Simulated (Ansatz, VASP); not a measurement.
# One calculation of RbBr, two programs

```
Rb Br
1.0
     4.83445    0.00000    0.00000
    -2.41723    4.18676    0.00000
     0.00000    0.00000    8.52436
Rb Br
2 2
Direct
  0.00000 0.00000 0.00000
  0.33333 0.66667 0.50000
  0.66667 0.33333 0.25000
  0.66667 0.33333 0.75000
```

Alike in both runs: functional PBE; k mesh 6 × 6 × 3; occupations gaussian, width 0.02 eV; no spin polarisation.

Ansatz relaxed the structure, and its values are those at the end. VASP's run is a single point on that final structure, the one shown.

```csv
,VASP,Ansatz
version,VASP 6.6.1,Ansatz 0.2.0
potentials or method,"VASP PAW PBE potentials, release 64 (Rb_sv, Br)","scalar-relativistic, plane waves, PAW"
plane-wave cutoff (eV),520,420
valence electrons in the cell,32,32
```

```tsv
	VASP	Ansatz	Ansatz less VASP
gap on the k mesh at the Fermi level (eV)	3.85	3.85	+0.001
least direct gap on the mesh (eV)	3.85	3.85	+0.001
pressure (GPa)	0.0	0.0	-0.02
```

The functional is the same, so the differences come from potentials, cutoffs and numerics.

PBE gaps usually lie below the measured ones, often by a third to a half.
